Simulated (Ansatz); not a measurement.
# 3-layer 2H-WS2 (2H stacking) in a perpendicular field, part 3 of 3

Aim: how the 3-layer 2H-WS2 (2H stacking) screens a field along its normal, and what the field does to its bands. A positive field points along +c.

Ansatz 0.2.0; plane-wave DFT, PBE-D3(BJ), Ansatz PAW.

So far, gap along the path (eV): step 3 (single point, field 0, start network) 1.13; step 4 (field 0.1 V/Å) 1.11; step 5 (field -0.1 V/Å) 1.11.

### 6. Single point, field 0.2 V/Å

input.yaml

```yaml
crystal:
  lattice:
    - [3.1559231582, 0.0, 0.0]
    - [-1.5779615791, 2.7331096274, 0.0]
    - [0.0, 0.0, 33.3123043655]
  atoms:
    - { symbol: S, position: [0.3333333333, 0.6666666667, 0.2701704422] }
    - { symbol: W, position: [0.0, 0.0, 0.3175037608] }
    - { symbol: S, position: [0.3333333333, 0.6666666667, 0.364780256] }
    - { symbol: S, position: [0.0, 0.0, 0.4527417783] }
    - { symbol: W, position: [0.3333333333, 0.6666666667, 0.5] }
    - { symbol: S, position: [0.0, 0.0, 0.5472582217] }
    - { symbol: S, position: [0.3333333333, 0.6666666667, 0.635219744] }
    - { symbol: W, position: [0.0, 0.0, 0.6824962392] }
    - { symbol: S, position: [0.3333333333, 0.6666666667, 0.7298295578] }
kpoints:
  mp_grid: { grid: [18, 18, 1] }
  band_path:
    path: [[0, 0, 0], [0.5, 0, 0], [0.33333333, 0.33333333, 0], [0, 0, 0]]
    npoints: 16
hamiltonian:
  xc: pbe
  dispersion: d3bj
scf:
  occupations: { method: fermi_dirac, width: 0.02585 }
  convergence: { dr2_threshold: 1.0e-10 }
efield:
  axis: 3
  dipole_correction: true
  ramp_position: 0.9625
  ramp_width: 0.075
  amplitude: 0.2
output:
  write_potential: true
  write_density: true
  volumetric_format: npy
```

Started as:

```console
$ ansatz run input.yaml --threads 4 --pin off --max-ram 8192MiB --backend cpu --events-out ev --progress --plain --runs-dir out
```

Numbers of over 12 decimals in the logs are rounded to 6 here.

The log of the run:

```text
[...]
Crystal: 9 atoms, lattice volume = 287.335 Å³
Basis set: ecut = 420 eV, 5559 PW (Γ)
Bands: 48, of which v1, the nominal top of the filled ones, is band 39 counted from 1 (38 counted from 0)
Symmetry: 6 space group operations
k-points: 37 of 324 (time reversal used)
[...]
k-point 0: bands = [... 35 lower, 2.2967, 3.2069, 3.8202, 4.2245, 6.3894, 6.3894, 6.4918, 6.4918, ... 5 higher]
  k-point 1: bands = [... 35 lower, 2.5174, 3.2075, 3.7731, 4.1366, 6.3373, 6.3987, 6.4449, 6.4886, ... 5 higher]
  k-point 2: bands = [... 35 lower, 2.6400, 3.1777, 3.6041, 3.8770, 6.0991, 6.2612, 6.3185, 6.3786, ... 5 higher]
  k-point 36: bands = [... 35 lower, 1.4228, 3.4229, 3.6107, 3.8298, 5.3866, 5.5589, 5.7566, 6.3787, ... 5 higher]
[key lines of the parts left out:]
SCF converged after 15 iterations
Free energy (F): -36577.678555 eV
Fermi energy:    4.727293 eV
Dipole field:    D = 0.092652 V/Å  (p = 0.147124 e·Å, saw-weighted, corrected)
```

It took 58 s on 4 threads of Intel Xeon at 2.50GHz (Skylake/Cascade Lake), shared host; peak memory 0.94 GiB.

The dipole is 0.147 e·Å, and the gap 1.051 eV.

### 7. Atoms held, field 0.3 V/Å

Edit input.yaml of step 6 so:

```diff
@@ -29,5 +29,5 @@
   dipole_correction: true
-  ramp_position: 0.9625
-  ramp_width: 0.075
-  amplitude: 0.2
+  ramp_position: 0.9603
+  ramp_width: 0.0794
+  amplitude: 0.3
 output:
```

The log of the run:

```text
[...]
Crystal: 9 atoms, lattice volume = 287.335 Å³
Basis set: ecut = 420 eV, 5559 PW (Γ)
Bands: 48, of which v1, the nominal top of the filled ones, is band 39 counted from 1 (38 counted from 0)
Symmetry: 6 space group operations
k-points: 37 of 324 (time reversal used)
[...]
k-point 0: bands = [... 35 lower, 2.3472, 3.1857, 3.8151, 4.2606, 6.2962, 6.2962, 6.4089, 6.4089, ... 5 higher]
  k-point 1: bands = [... 35 lower, 2.5524, 3.1880, 3.7663, 4.1764, 6.2397, 6.3086, 6.3606, 6.3943, ... 5 higher]
  k-point 2: bands = [... 35 lower, 2.6654, 3.1538, 3.5942, 3.9294, 6.0046, 6.1821, 6.2330, 6.3861, ... 5 higher]
  k-point 36: bands = [... 35 lower, 1.5074, 3.3359, 3.6078, 3.9153, 5.2930, 5.5574, 5.8474, 6.3375, ... 5 higher]
[key lines of the parts left out:]
SCF converged after 15 iterations
Free energy (F): -36577.696947 eV
Fermi energy:    4.717728 eV
Dipole field:    D = 0.139013 V/Å  (p = 0.220740 e·Å, saw-weighted, corrected)
```

Run time: 55 s. Hardware: 4 threads; peak memory 0.94 GiB.

The dipole is 0.221 e·Å, and the gap 0.960 eV.

### 8. Response, atoms held

This step: plane-wave DFT, PBE-D3(BJ), Ansatz PAW; response to a field along the normal, atoms held (Ansatz 0.2.0).

The dipoles give the slope, and the difference of two potentials shows where the field is screened.

Numbers from this step:

| Quantity | Value |
| --- | --- |
| equivalent conductor thickness p/(ε₀AE) | 15.43 Å |
| distance between the outer atoms | 15.31 Å |

The dipole of the cell by applied field:

| applied field (V/Å) | dipole of the cell (e·Å) |
| --- | --- |
| -0.100 | -0.0736 |
| 0.000 | -7.3e-7 |
| 0.100 | 0.0736 |
| 0.200 | 0.147 |
| 0.300 | 0.221 |

Local field over the applied field, running mean. From the potentials at -0.1 and 0.1 V/Å; running mean over 2.8 Å. Table of local field over applied field by z:

```csv
z (Å),local field over applied field
4.5,0.999
5.0,0.996
5.5,0.988
6.0,0.965
6.5,0.910
7.0,0.802
7.5,0.656
8.0,0.494
8.5,0.332
9.0,0.196
9.5,0.104
10.0,0.0600
10.5,0.0420
11.0,0.0499
11.5,0.0773
12.0,0.130
12.5,0.200
13.0,0.255
13.5,0.277
14.0,0.269
14.5,0.229
15.0,0.162
15.5,0.0974
16.0,0.0580
16.5,0.0405
17.0,0.0450
17.5,0.0696
18.0,0.120
18.5,0.189
19.0,0.248
19.5,0.276
20.0,0.273
20.5,0.238
21.0,0.174
21.5,0.107
22.0,0.0647
22.5,0.0440
23.0,0.0463
23.5,0.0722
24.0,0.132
24.5,0.243
25.0,0.391
25.5,0.556
26.0,0.713
26.5,0.849
27.0,0.936
27.5,0.976
28.0,0.992
28.5,0.997
29.0,0.999
```

The induced electron density oscillates, so the rows of the table below give means over windows of 3.11 Å about each position, cut where the curve ends. Its maxima inside the range that stand out by 2 % of the span (Å: e/Å³ per V/Å): 8.0: 0.00364, 9.2: 0.00108, 11.3: 4.3e-4, 14.2: 0.00225, 17.3: 4.2e-4, 20.3: 0.00225, 23.4: 5.7e-4, 24.4: -8.9e-4. Its minima: 8.9: 8.9e-4, 9.9: -5.7e-4, 13.0: -0.00225, 16.0: -4.2e-4, 19.1: -0.00225, 22.1: -4.3e-4, 24.1: -0.00108, 25.3: -0.00364.

Electrons, planar mean, per unit field. The induced electron density by z; means over each step:

z (Å), induced electron density (e/Å³ per V/Å) and a bar from the least value:
```
     5.70    0.00026 #################
     8.81    0.00140 ##############################
    11.92   -0.00068 #######
    15.03    0.00069 ######################
    18.14   -0.00071 #######
    21.25    0.00069 ######################
    24.36   -0.00131 
    27.47   -0.00034 ###########
```

The smaller of the gaps on the path and on the k-mesh, counted as 0 under 0.03 eV. The gap by applied field:

```csv
applied field (V/Å),gap (eV)
-0.100,1.11
0.000,1.13
0.100,1.11
0.200,1.05
0.300,0.960
```

By hand: between -0.1 and 0.1 V/Å the dipole changes by 0.1471 e·Å, a slope of 0.7355 e·Å²/V. A perfect conductor of thickness t has p = ε₀AEt, so t = 180.95 × 0.7355 / 8.625 = 15.43 Å (e/ε₀ = 180.95 V·Å, A in Å²).

The induced dipole is that of a conductor 15.43 Å thick.

### 9. Outcome

```yaml
gap_without_field: 1.13 eV
ionisation_energy_upper_face: 5.14 eV
electron_affinity_upper_face: 4.00 eV
equivalent_conductor_thickness_atoms_held: 15.4 Å
```

In words: The induced dipole equals that of a perfect conductor 15.43 Å thick, while the outer atoms lie 15.31 Å apart; an out-of-plane ε follows only once a thickness t is chosen, by 1 − 1/ε = 15.43 Å / t. The gap goes from 1.13 eV to 0.96 eV at 0.3 V/Å. Semilocal functionals give gaps that are too small, and excitons are not included. Spin-orbit coupling is left out, which matters for the bands of elements this heavy.

[Logs are printed without paths, hosts, clocks, repeated set-up lines and the standing remarks that a program may print on its own settings, such as how far it seeks lower states.]

[Hosts, paths, dates, database ids (printed as entryN), source tags and the programs' standing remarks are cut or masked in the printed files.]

[Maps of the electrostatic potential energy from Ansatz leave out the sawtooth potential of an applied field or a dipole correction, so their vacuum need not be flat; planar profiles and work functions include it.]
